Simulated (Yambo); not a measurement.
A run of Yambo 5.3.0 is set up as follows.

optics4.in

```
optics
chi
Chimod= "HARTREE"
% BndsRnXd
 1 | 24 |
%
NGsBlkXd= 2 Ry
% LongDrXd
 0 | 1 | 0 |
%
% QpntsRXd
 1 | 1 |
%
% EnRngeXd
 0 | 10 | eV
%
% DmRngeXd
 0.3 | 0.3 | eV
%
ETStpsXd= 200
```

File scf.in:

```
&CONTROL
  calculation = 'scf'
  prefix = 'pwscf'
  outdir = './tmp'
  pseudo_dir = './pseudo'
/
&SYSTEM
  ibrav = 0
  nat = 2
  ntyp = 2
  ecutwfc = 84
  nbnd = 15
  occupations = 'smearing'
  smearing = 'fd'
  degauss = 0.00367493
  force_symmorphic = .true.
/
&ELECTRONS
  conv_thr = 4d-10
  electron_maxstep = 120
  mixing_beta = 0.5
/
ATOMIC_SPECIES
Zr    91.2240 Zr.upf
N     14.0070 N.upf
CELL_PARAMETERS bohr
   0.0000000000    4.3463700866    4.3463700866
   4.3463700866    0.0000000000    4.3463700866
   4.3463700866    4.3463700866    0.0000000000
ATOMIC_POSITIONS bohr
Zr     4.3463700866    4.3463700866    4.3463700866
N      0.0000000000    0.0000000000    0.0000000000
K_POINTS automatic
20 20 20 0 0 0
```

File nscf.in:

```
&CONTROL
  calculation = 'nscf'
  prefix = 'pwscf'
  outdir = './tmp'
  pseudo_dir = './pseudo'
/
&SYSTEM
  ibrav = 0
  nat = 2
  ntyp = 2
  ecutwfc = 84
  nbnd = 39
  occupations = 'smearing'
  smearing = 'fd'
  degauss = 0.00367493
  force_symmorphic = .true.
/
&ELECTRONS
  conv_thr = 1d-08
  diago_full_acc = .true.
  diago_thr_init = 1d-06
/
ATOMIC_SPECIES
Zr    91.2240 Zr.upf
N     14.0070 N.upf
CELL_PARAMETERS bohr
   0.0000000000    4.3463700866    4.3463700866
   4.3463700866    0.0000000000    4.3463700866
   4.3463700866    4.3463700866    0.0000000000
ATOMIC_POSITIONS bohr
Zr     4.3463700866    4.3463700866    4.3463700866
N      0.0000000000    0.0000000000    0.0000000000
K_POINTS automatic
20 20 20 0 0 0
```

Potentials or basis: PseudoDojo 0.4.1 SR PBE standard.

Run with:

```console
$ OMP_NUM_THREADS=1 pw.x -in scf.in > scf.out
$ OMP_NUM_THREADS=1 pw.x -in nscf.in > nscf.out
$ cd tmp/pwscf.save; p2y; mv SAVE ../..; cd ../..
$ OMP_NUM_THREADS=1 yambo
$ OMP_NUM_THREADS=1 yambo -F optics4.in -J optics4 -C optics4_out
```

Task: Predict the band gap on the k mesh, mean-field level.

Result: None (metal or under the smearing width).

Dielectric function (along the field direction of the input):
```csv
energy (eV),real part,imaginary part
0.25,15.21,38.67
0.45,-0.77,19.51
0.70,-0.21,7.98
0.95,1.89,4.03
1.21,3.27,2.38
1.46,4.29,1.51
1.71,5.09,1.14
1.96,5.68,1.02
2.21,6.08,1.02
2.46,6.43,0.99
2.71,6.85,1.08
2.96,7.15,1.29
3.22,7.44,1.43
3.47,7.85,1.70
3.72,8.12,2.15
3.97,8.34,2.45
4.22,8.88,2.99
4.47,9.10,3.99
4.72,8.90,4.98
4.97,8.49,5.81
5.23,7.85,6.49
5.48,7.26,6.94
5.73,6.64,7.36
5.98,5.91,7.70
6.23,5.19,7.68
6.48,4.80,7.75
6.73,4.16,7.87
6.98,3.79,7.71
7.24,3.45,7.98
7.49,2.81,8.08
7.74,2.18,7.98
7.99,1.77,7.87
8.24,1.23,7.84
8.49,0.79,7.68
8.74,0.23,7.69
8.99,-0.44,7.48
9.25,-1.02,7.13
9.50,-1.67,6.81
9.75,-2.38,6.12
10.00,-2.67,5.15
```

Caveat: the intraband (Drude) term of the metal is left out; the ground state has no gap, which makes the many-body step unreliable; these spectra lack excitons.
